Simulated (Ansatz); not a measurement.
# SiC (P6_3mc): gap, valleys and masses

```
CELL_PARAMETERS angstrom
3.07577 0.00000 0.00000
-1.53789 2.66370 0.00000
0.00000 0.00000 5.04754
ATOMIC_POSITIONS crystal
Si 0.33333 0.66667 0.00459
Si 0.66667 0.33333 0.50459
C 0.33333 0.66667 0.38041
C 0.66667 0.33333 0.88041
```

Conventional cell: a = 3.076 Å, b = 3.076 Å, c = 5.048 Å, α = 90.00°, β = 90.00°, γ = 120.00°. Si (atom 1) has 4 C at 1.88 to 1.90 Å as nearest neighbours. Around C (atom 3) lie 4 Si at 1.88 to 1.90 Å.

Computed, not measured; unless marked otherwise by PBEsol, all-electron LAPW in Ansatz 0.2.0, scalar-relativistic. k mesh 8×8×6, fixed occupations, basis error target 1 meV/atom. The cell was relaxed by PAW under this functional.

Extrema are searched on a 12×12×8 mesh and refined by Newton steps; masses come from band slopes 0.005 Å⁻¹ away, 1/m* = (1/ħ²) d²E/dk², negative for holes (the finite step makes the lightest masses up to about 3 % heavy). k is in units of the reciprocal vectors.

Question: Where are the band edges, and is the gap direct?

Answer: The valence maximum lies at Gamma (0.000, 0.000, 0.000) and the conduction minimum at K (0.333, 0.333, 0.000), so the Kohn-Sham gap of 2.124 eV is indirect; the least direct gap on the mesh is 3.857 eV. A further conduction extremum at M (0.000, -0.500, 0.000) lies 0.533 eV from the edge (3 equivalent points).

Question: What are the electron masses at the edge?

Answer: The principal masses are 0.259, 0.428, 0.428 mₑ. One valley has a density-of-states mass (m₁m₂m₃)^(1/3) = 0.362; 2 valleys give N^(2/3) times that, 0.575; the direction-averaged conductivity mass 3/Σ(1/mᵢ) is 0.352 mₑ.

Question: Several bands lie at or near the hole edge, or its surface isn't an ellipsoid. What are the masses by direction?

Answer: 

| direction | branch from the edge | its level at the point (eV from the edge) | m*/mₑ |
| --- | --- | --- | --- |
| x | 1 | 0.000 | -2.48 |
| x | 2 | 0.000 | -0.32 |
| x | 3 | -0.113 | -1.39 |
| y | 1 | 0.000 | -2.48 |
| y | 2 | 0.000 | -0.32 |
| y | 3 | -0.113 | -1.39 |
| z | 1 | 0.000 | -1.53 |
| z | 2 | 0.000 | -1.53 |
| z | 3 | -0.113 | -0.2 |
| x+y | 1 | 0.000 | -2.48 |
| x+y | 2 | 0.000 | -0.32 |
| x+y | 3 | -0.113 | -1.39 |
| x+z | 1 | 0.000 | -1.9 |
| x+z | 2 | 0.000 | -0.529 |
| x+z | 3 | -0.113 | -0.349 |
| y+z | 1 | 0.000 | -1.9 |
| y+z | 2 | 0.000 | -0.529 |
| y+z | 3 | -0.113 | -0.349 |
| x+y+z | 1 | 0.000 | -2.06 |
| x+y+z | 2 | 0.000 | -0.434 |
| x+y+z | 3 | -0.113 | -0.465 |

Question: Along the Cartesian direction x+z the conduction slope is 0.118 eV·Å one step out. What is it four steps out, and what does that say?

Answer: 0.4715 eV·Å, 3.996 times the first; a parabola would give 4, so the band is nearly parabolic here.

Question: What electronic dielectric constant and refractive index follow from the same bands (independent particles)?

Answer: ε∞ = (7.32, 7.32, 7.68), so n ≈ √ε∞ = 2.73 (mean over directions) well under the gap and the normal reflectivity is ((n − 1)/(n + 1))² = 0.215. With the conductivity mass, a hydrogenic donor screened by ε∞ alone would bind by 13.6 eV × m*/ε∞² = 86 meV; static screening by the ions makes it shallower. Local fields, left out here, lower ε∞ by several per cent.

Question: What gap does PAW give in the same cell?

Answer: 2.123 eV, -1 meV from the LAPW value.

Question: Cells strained by ±0.5 % (all lengths, zz alone, equal engineering shears γ in yz, zx, xy; ions relaxed) give deformation potentials. How do the edge levels move, in eV per unit strain against the centre of the top valence set?

Answer: 

| point | k | side | bands | level (eV) | d/dlnV | d/dε_zz | d/dγ | split/ε_zz | split/γ |
| --- | --- | --- | --- | --- | --- | --- | --- | --- | --- |
| Gamma | 0.00 0.00 0.00 | valence | 2 | 0.000 | 0.00 | 0.00 | 0.00* | 0.00 | 8.39 |
| Gamma | 0.00 0.00 0.00 | conduction | 1 | 4.737 | -8.34 | 5.10 | -0.12* | – | – |
| K | -0.67 0.33 0.00 | valence | 1 | -3.869 | 3.19 | -4.10 | -0.20 | – | – |
| K | -0.67 0.33 0.00 | conduction | 1 | 2.124 | 1.84 | -5.75 | -0.13 | – | – |
| M | 0.50 -0.50 0.00 | valence | 1 | -1.201 | 0.32 | -2.33 | -7.40 | – | – |
| M | 0.50 -0.50 0.00 | conduction | 1 | 2.657 | -1.62 | 3.63 | -11.18 | – | – |
| M | 0.00 0.50 0.00 | valence | 1 | -1.201 | 0.32 | -2.33 | -0.12 | – | – |
| M | 0.00 0.50 0.00 | conduction | 1 | 2.657 | -1.62 | 3.63 | -0.13 | – | – |
| M | 0.50 0.00 0.00 | valence | 1 | -1.201 | 0.32 | -2.33 | 7.15 | – | – |
| M | 0.50 0.00 0.00 | conduction | 1 | 2.657 | -1.62 | 3.63 | 10.93 | – | – |
| A | 0.00 0.00 -0.50 | conduction | 2 | 5.823 | -8.47 | 0.80 | -0.13 | 0.00 | 0.65 |
| L | -0.50 0.00 -0.50 | conduction | 2 | 3.176 | -2.09 | -7.77 | 4.30 | 0.00 | 9.72 |
| L | -0.50 0.50 -0.50 | conduction | 2 | 3.176 | -2.09 | -7.77 | -4.56 | 0.00 | 2.61 |
| L | 0.00 -0.50 -0.50 | conduction | 2 | 3.176 | -2.09 | -7.77 | -0.13 | 0.00 | 7.11 |

Sets with another level within 0.15 eV are left out, since it mixes in under strain; the reference set stays in any case. Entries marked * vanish by symmetry to first order; what they show is the residue of the finite step. These cells use a basis error target of 0.5 meV/atom.

Caveats: semilocal gaps are low, and what follows the gap (onsets, screening, light masses) shifts with it; without spin-orbit coupling, bands that meet at the valence top are not the light and heavy holes of experiment; the frozen-core PAW files of the compared runs were fitted under PBE, their cores solved anew for this functional.
